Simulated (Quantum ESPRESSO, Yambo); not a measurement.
# CsH (Fm-3m): a self-consistent loop beyond G0W0, cycle by cycle, part 2 of 2

How far does self-consistency move the gap of CsH (Fm-3m)?

Quantum ESPRESSO 7.5 and Yambo 5.3.0; PBEsol and many-body steps on it, plane waves. Known limits of the many-body steps: not at the basis limit; no spin-orbit coupling.

So far. Step 5 (evGW0, cycle 1): Against G0W0 in Yambo (4×4×4 mesh, 49 bands, screening to 81.6 eV, Godby-Needs plasmon pole), the gap moves by +0.196 eV. Step 6 (evGW0, cycle 2): Against the cycle before, the gap moves by +0.018 eV.

The database entry behind the starting cell differs from later determinations by our own check (0.1 to 0.3 % short, probably kX units), so it need not match the best structure at ambient conditions.

**7. evGW0, cycle 3**

Level of this step: evGW0 on PBEsol, plane waves, norm-conserving pseudopotentials (Yambo).

gw4.in reads:

```
HF_and_locXC
gw0
dyson
ppa
em1d
rim_cut
RandQpts= 1000000
RandGvec= 1 RL
EXXRLvcs= 64 Ry
VXCRLvcs= 256 Ry
Chimod= "HARTREE"
% BndsRnXp
 1 | 49 |
%
NGsBlkXp= 6 Ry
% LongDrXp
 1 | 1 | 1 |
%
% GbndRnge
 1 | 49 |
%
DysSolver= "n"
ExtendOut
PPAPntXp= 27.21138 eV
% QPkrange
 1 | 8 | 2 | 9 |
%
GfnQPdb= "E < ./gw3_fix/ndb.QP"
```

The run is started by

```
$ OMP_NUM_THREADS=1 mpirun -n 4 yambo -F gw4.in -J gw4,gw1_W -C gw4 > gw4.log
```

Log:

```text
 Yambo, version 5.3.0

 [02] CORE Variables Setup
 =========================

  [... cell, symmetries and grids as in the set-up ...]

  [02.05] Energies & Occupations
  ==============================

  [X] === General ===
  [X] Electronic Temperature                        :  0.000000  0.000000 [eV K]
  [X] Bosonic    Temperature                        :  0.000000  0.000000 [eV K]
  [X] Finite Temperature mode                       : no
  [X] El. density                                   :  0.15432E+24 [cm-3]
[...]
QP @ state[ 1 ] K range                          :   1   8
   QP @ state[ 1 ] b range                          :   2   9
   GF energies kind                                 : Perdew, Burke & Ernzerhof SOL(X)+Perdew, Burke & Ernzerhof SOL(C)+ E < ./gw1/ndb.QP + @E Fit+ E < ./
   GF WF`s kind                                     : Perdew, Burke & Ernzerhof SOL(X)+Perdew, Burke & Ernzerhof SOL(C)
   Xs energies kind                                 : Perdew, Burke & Ernzerhof SOL(X)+Perdew, Burke & Ernzerhof SOL(C)
   Xs WF`s kind                                     : Perdew, Burke & Ernzerhof SOL(X)+Perdew, Burke & Ernzerhof SOL(C)

 [13] Game Over & Game summary
```

Elapsed: 68 s, on 4 MPI ranks of Arm Neoverse V1, shared host; peak memory 1.5 GiB.

This step gave:

- quasiparticle gap on the mesh: 4.367 eV
- gap of the density functional on the mesh: 2.149 eV
- k of the valence top: 0, 0, -0.5
- k of the conduction bottom: 0, 0, -0.5
- least direct quasiparticle gap on the computed points: 4.367 eV

Against the cycle before, the gap moves by +0.002 eV.

The program's own table gives 4.641 eV, which is too large where the input levels are shifted: this version takes Σc at the unshifted level E₀, yet steps from the shifted one. The value above is the Newton step from E₀, E₀ + Z(Σc + Σx − Vxc), rebuilt from the printed columns.

**8. evGW, cycle 1**

This step: evGW on PBEsol, plane waves, norm-conserving pseudopotentials.

gw5.in, as its differences from gw4.in of step 7:

```diff
@@ -27,2 +27,3 @@
 %
-GfnQPdb= "E < ./gw3_fix/ndb.QP"
+GfnQPdb= "E < ./gw1/ndb.QP"
+XfnQPdb= "E < ./gw1/ndb.QP"
```

The run is started by

```
$ OMP_NUM_THREADS=1 mpirun -n 4 yambo -F gw5.in -J gw5 -C gw5 > gw5.log
```

Log:

```text
 Yambo, version 5.3.0

 [02] CORE Variables Setup
 =========================

  [... cell, symmetries and grids as in the set-up ...]

  [02.05] Energies & Occupations
  ==============================

  [X] === General ===
  [X] Electronic Temperature                        :  0.000000  0.000000 [eV K]
  [X] Bosonic    Temperature                        :  0.000000  0.000000 [eV K]
  [X] Finite Temperature mode                       : no
  [X] El. density                                   :  0.15432E+24 [cm-3]
[...]
QP @ state[ 1 ] K range                          :   1   8
   QP @ state[ 1 ] b range                          :   2   9
   GF energies kind                                 : Perdew, Burke & Ernzerhof SOL(X)+Perdew, Burke & Ernzerhof SOL(C)+ E < ./gw1/ndb.QP + @E Fit
   GF WF`s kind                                     : Perdew, Burke & Ernzerhof SOL(X)+Perdew, Burke & Ernzerhof SOL(C)
   Xs energies kind                                 : Perdew, Burke & Ernzerhof SOL(X)+Perdew, Burke & Ernzerhof SOL(C)
   Xs WF`s kind                                     : Perdew, Burke & Ernzerhof SOL(X)+Perdew, Burke & Ernzerhof SOL(C)

 [15] Game Over & Game summary
```

It took 75 s on 4 MPI ranks; peak memory 1.4 GiB.

Numbers from this step:

| Quantity | Value |
| --- | --- |
| quasiparticle gap on the mesh | 4.821 eV |
| gap of the density functional on the mesh | 2.149 eV |
| k of the valence top | 0, 0, -0.5 |
| k of the conduction bottom | 0, 0, -0.5 |
| least direct quasiparticle gap on the computed points | 4.821 eV |

Against G0W0 in Yambo (4×4×4 mesh, 49 bands, screening to 81.6 eV, Godby-Needs plasmon pole), the gap moves by +0.670 eV.

The program's own table gives 5.030 eV, which is too large where the input levels are shifted: this version takes Σc at the unshifted level E₀, yet steps from the shifted one. The value above is the Newton step from E₀, E₀ + Z(Σc + Σx − Vxc), rebuilt from the printed columns.

**9. evGW, cycle 2**

gw6.in, as its differences from gw5.in of step 8:

```diff
@@ -27,3 +27,3 @@
 %
-GfnQPdb= "E < ./gw1/ndb.QP"
-XfnQPdb= "E < ./gw1/ndb.QP"
+GfnQPdb= "E < ./gw5_fix/ndb.QP"
+XfnQPdb= "E < ./gw5_fix/ndb.QP"
```

The run is started by

```
$ OMP_NUM_THREADS=1 mpirun -n 4 yambo -F gw6.in -J gw6 -C gw6 > gw6.log
```

Log:

```text
 Yambo, version 5.3.0

 [02] CORE Variables Setup
 =========================

  [... cell, symmetries and grids as in the set-up ...]

  [02.05] Energies & Occupations
  ==============================

  [X] === General ===
  [X] Electronic Temperature                        :  0.000000  0.000000 [eV K]
  [X] Bosonic    Temperature                        :  0.000000  0.000000 [eV K]
  [X] Finite Temperature mode                       : no
  [X] El. density                                   :  0.15432E+24 [cm-3]
[...]
QP @ state[ 1 ] K range                          :   1   8
   QP @ state[ 1 ] b range                          :   2   9
   GF energies kind                                 : Perdew, Burke & Ernzerhof SOL(X)+Perdew, Burke & Ernzerhof SOL(C)+ E < ./gw1/ndb.QP + @E Fit+ E < ./
   GF WF`s kind                                     : Perdew, Burke & Ernzerhof SOL(X)+Perdew, Burke & Ernzerhof SOL(C)
   Xs energies kind                                 : Perdew, Burke & Ernzerhof SOL(X)+Perdew, Burke & Ernzerhof SOL(C)
   Xs WF`s kind                                     : Perdew, Burke & Ernzerhof SOL(X)+Perdew, Burke & Ernzerhof SOL(C)

 [15] Game Over & Game summary
```

Elapsed: 80 s, on 4 MPI ranks; peak memory 1.4 GiB; 5.3 min of CPU time.

This step gave:

```
quasiparticle gap on the mesh                         : 5.006 eV
gap of the density functional on the mesh             : 2.149 eV
k of the valence top                                  : 0, 0, -0.5
k of the conduction bottom                            : 0, 0, -0.5
least direct quasiparticle gap on the computed points : 5.006 eV
```

Against the cycle before, the gap moves by +0.185 eV.

The program's own table gives 5.257 eV, which is too large where the input levels are shifted: this version takes Σc at the unshifted level E₀, yet steps from the shifted one. The value above is the Newton step from E₀, E₀ + Z(Σc + Σx − Vxc), rebuilt from the printed columns.

**10. evGW, cycle 3**

gw7.in, as its differences from gw6.in of step 9:

```diff
@@ -27,3 +27,3 @@
 %
-GfnQPdb= "E < ./gw5_fix/ndb.QP"
-XfnQPdb= "E < ./gw5_fix/ndb.QP"
+GfnQPdb= "E < ./gw6_fix/ndb.QP"
+XfnQPdb= "E < ./gw6_fix/ndb.QP"
```

The run is started by

```
$ OMP_NUM_THREADS=1 mpirun -n 4 yambo -F gw7.in -J gw7 -C gw7 > gw7.log
```

Log:

```text
 Yambo, version 5.3.0

 [02] CORE Variables Setup
 =========================

  [... cell, symmetries and grids as in the set-up ...]

  [02.05] Energies & Occupations
  ==============================

  [X] === General ===
  [X] Electronic Temperature                        :  0.000000  0.000000 [eV K]
  [X] Bosonic    Temperature                        :  0.000000  0.000000 [eV K]
  [X] Finite Temperature mode                       : no
  [X] El. density                                   :  0.15432E+24 [cm-3]
[...]
QP @ state[ 1 ] K range                          :   1   8
   QP @ state[ 1 ] b range                          :   2   9
   GF energies kind                                 : Perdew, Burke & Ernzerhof SOL(X)+Perdew, Burke & Ernzerhof SOL(C)+ E < ./gw1/ndb.QP + @E Fit+ E < ./
   GF WF`s kind                                     : Perdew, Burke & Ernzerhof SOL(X)+Perdew, Burke & Ernzerhof SOL(C)
   Xs energies kind                                 : Perdew, Burke & Ernzerhof SOL(X)+Perdew, Burke & Ernzerhof SOL(C)
   Xs WF`s kind                                     : Perdew, Burke & Ernzerhof SOL(X)+Perdew, Burke & Ernzerhof SOL(C)

 [15] Game Over & Game summary
```

Run time: 80 s. Hardware: 4 MPI ranks; peak memory 1.4 GiB; 5.2 min of CPU time.

This step gave:

```yaml
quasiparticle_gap_on_the_mesh: 5.054 eV
gap_of_the_density_functional_on_the_mesh: 2.149 eV
k_of_the_valence_top: 0, 0, -0.5
k_of_the_conduction_bottom: 0, 0, -0.5
least_direct_quasiparticle_gap_on_the_computed_points: 5.054 eV
```

Against the cycle before, the gap moves by +0.048 eV.

The program's own table gives 5.316 eV, which is too large where the input levels are shifted: this version takes Σc at the unshifted level E₀, yet steps from the shifted one. The value above is the Newton step from E₀, E₀ + Z(Σc + Σx − Vxc), rebuilt from the printed columns.

**11. evGW, cycle 4**

gw8.in, as its differences from gw7.in of step 10:

```diff
@@ -27,3 +27,3 @@
 %
-GfnQPdb= "E < ./gw6_fix/ndb.QP"
-XfnQPdb= "E < ./gw6_fix/ndb.QP"
+GfnQPdb= "E < ./gw7_fix/ndb.QP"
+XfnQPdb= "E < ./gw7_fix/ndb.QP"
```

The run is started by

```
$ OMP_NUM_THREADS=1 mpirun -n 4 yambo -F gw8.in -J gw8 -C gw8 > gw8.log
```

Log:

```text
 Yambo, version 5.3.0

 [02] CORE Variables Setup
 =========================

  [... cell, symmetries and grids as in the set-up ...]

  [02.05] Energies & Occupations
  ==============================

  [X] === General ===
  [X] Electronic Temperature                        :  0.000000  0.000000 [eV K]
  [X] Bosonic    Temperature                        :  0.000000  0.000000 [eV K]
  [X] Finite Temperature mode                       : no
  [X] El. density                                   :  0.15432E+24 [cm-3]
[...]
QP @ state[ 1 ] K range                          :   1   8
   QP @ state[ 1 ] b range                          :   2   9
   GF energies kind                                 : Perdew, Burke & Ernzerhof SOL(X)+Perdew, Burke & Ernzerhof SOL(C)+ E < ./gw1/ndb.QP + @E Fit+ E < ./
   GF WF`s kind                                     : Perdew, Burke & Ernzerhof SOL(X)+Perdew, Burke & Ernzerhof SOL(C)
   Xs energies kind                                 : Perdew, Burke & Ernzerhof SOL(X)+Perdew, Burke & Ernzerhof SOL(C)
   Xs WF`s kind                                     : Perdew, Burke & Ernzerhof SOL(X)+Perdew, Burke & Ernzerhof SOL(C)

 [15] Game Over & Game summary
```

The job ended after 76 s (4 MPI ranks; peak memory 1.4 GiB).

Numbers from this step:

```
quasiparticle gap on the mesh                         : 5.066 eV
gap of the density functional on the mesh             : 2.149 eV
k of the valence top                                  : 0, 0, -0.5
k of the conduction bottom                            : 0, 0, -0.5
least direct quasiparticle gap on the computed points : 5.066 eV
```

Against the cycle before, the gap moves by +0.012 eV.

The program's own table gives 5.331 eV, which is too large where the input levels are shifted: this version takes Σc at the unshifted level E₀, yet steps from the shifted one. The value above is the Newton step from E₀, E₀ + Z(Σc + Σx − Vxc), rebuilt from the printed columns.

**12. evGW, cycle 5**

gw9.in, as its differences from gw8.in of step 11:

```diff
@@ -27,3 +27,3 @@
 %
-GfnQPdb= "E < ./gw7_fix/ndb.QP"
-XfnQPdb= "E < ./gw7_fix/ndb.QP"
+GfnQPdb= "E < ./gw8_fix/ndb.QP"
+XfnQPdb= "E < ./gw8_fix/ndb.QP"
```

The run is started by

```
$ OMP_NUM_THREADS=1 mpirun -n 4 yambo -F gw9.in -J gw9 -C gw9 > gw9.log
```

Log:

```text
 Yambo, version 5.3.0

 [02] CORE Variables Setup
 =========================

  [... cell, symmetries and grids as in the set-up ...]

  [02.05] Energies & Occupations
  ==============================

  [X] === General ===
  [X] Electronic Temperature                        :  0.000000  0.000000 [eV K]
  [X] Bosonic    Temperature                        :  0.000000  0.000000 [eV K]
  [X] Finite Temperature mode                       : no
  [X] El. density                                   :  0.15432E+24 [cm-3]
[...]
QP @ state[ 1 ] K range                          :   1   8
   QP @ state[ 1 ] b range                          :   2   9
   GF energies kind                                 : Perdew, Burke & Ernzerhof SOL(X)+Perdew, Burke & Ernzerhof SOL(C)+ E < ./gw1/ndb.QP + @E Fit+ E < ./
   GF WF`s kind                                     : Perdew, Burke & Ernzerhof SOL(X)+Perdew, Burke & Ernzerhof SOL(C)
   Xs energies kind                                 : Perdew, Burke & Ernzerhof SOL(X)+Perdew, Burke & Ernzerhof SOL(C)
   Xs WF`s kind                                     : Perdew, Burke & Ernzerhof SOL(X)+Perdew, Burke & Ernzerhof SOL(C)

 [15] Game Over & Game summary
```

The job ended after 78 s (4 MPI ranks; peak memory 1.4 GiB).

Numbers from this step:

* quasiparticle gap on the mesh: 5.070 eV
* gap of the density functional on the mesh: 2.149 eV
* k of the valence top: 0, 0, -0.5
* k of the conduction bottom: 0, 0, -0.5
* least direct quasiparticle gap on the computed points: 5.070 eV

Against the cycle before, the gap moves by +0.003 eV.

The program's own table gives 5.334 eV, which is too large where the input levels are shifted: this version takes Σc at the unshifted level E₀, yet steps from the shifted one. The value above is the Newton step from E₀, E₀ + Z(Σc + Σx − Vxc), rebuilt from the printed columns.

**13. The runs together**

Times are wall times on 4 MPI ranks of Arm Neoverse V1, shared host, good to a factor of about two.

| run | mesh | bands | screening cutoff (eV) | DFT gap (eV) | gap on the mesh (eV) | direct (eV) | time |
| --- | --- | --- | --- | --- | --- | --- | --- |
| G0W0 | 4×4×4 | 49 | 81.6 | 2.149 | 4.151 | 4.151 | 75 s |
| evGW0, cycle 1 | 4×4×4 | 49 | 81.6 | 2.149 | 4.347 | 4.347 | 69 s |
| evGW0, cycle 2 | 4×4×4 | 49 | 81.6 | 2.149 | 4.365 | 4.365 | 69 s |
| evGW0, cycle 3 | 4×4×4 | 49 | 81.6 | 2.149 | 4.367 | 4.367 | 68 s |
| evGW, cycle 1 | 4×4×4 | 49 | 81.6 | 2.149 | 4.821 | 4.821 | 75 s |
| evGW, cycle 2 | 4×4×4 | 49 | 81.6 | 2.149 | 5.006 | 5.006 | 80 s |
| evGW, cycle 3 | 4×4×4 | 49 | 81.6 | 2.149 | 5.054 | 5.054 | 80 s |
| evGW, cycle 4 | 4×4×4 | 49 | 81.6 | 2.149 | 5.066 | 5.066 | 76 s |
| evGW, cycle 5 | 4×4×4 | 49 | 81.6 | 2.149 | 5.070 | 5.070 | 78 s |

**14. Summary of results**

- G0W0: 4.151 eV
- evGW0, cycle 1: 4.347 eV
- evGW0, cycle 2: 4.365 eV
- evGW0, cycle 3: 4.367 eV
- evGW, cycle 1: 4.821 eV
- evGW, cycle 2: 5.006 eV
- evGW, cycle 3: 5.054 eV
- evGW, cycle 4: 5.066 eV
- evGW, cycle 5: 5.070 eV
- known limits: not at the basis limit; no spin-orbit coupling

What this shows: evGW0 ends at 4.37 eV, +0.22 eV from G0W0, after 3 cycles that took 3.5 min beside the first screening; the last moved the gap by 0.002 eV. evGW ends at 5.07 eV, +0.92 eV from G0W0, after 5 cycles that took 6.5 min beside the first screening; the last moved the gap by 0.003 eV. Bands and cutoff are finite, so the gap is not at the basis limit. The miss can reach some tenths of an eV and take either sign; the mesh is an error of its own. The many-body steps are scalar-relativistic: spin-orbit coupling is not in them.

[Paths, hosts, dates, memory and timing lines, banners, echoed tables and standing remarks are left out of the program output.]

[Logs are printed without paths, hosts, clocks, repeated set-up lines and the standing remarks that a program may print on its own settings, such as how far it seeks lower states.]

[Runs of the session that timed out or met a known fault of the program may be left out.]

[Hosts, paths, dates, database ids (printed as entryN), source tags and the programs' standing remarks are cut or masked in the printed files.]
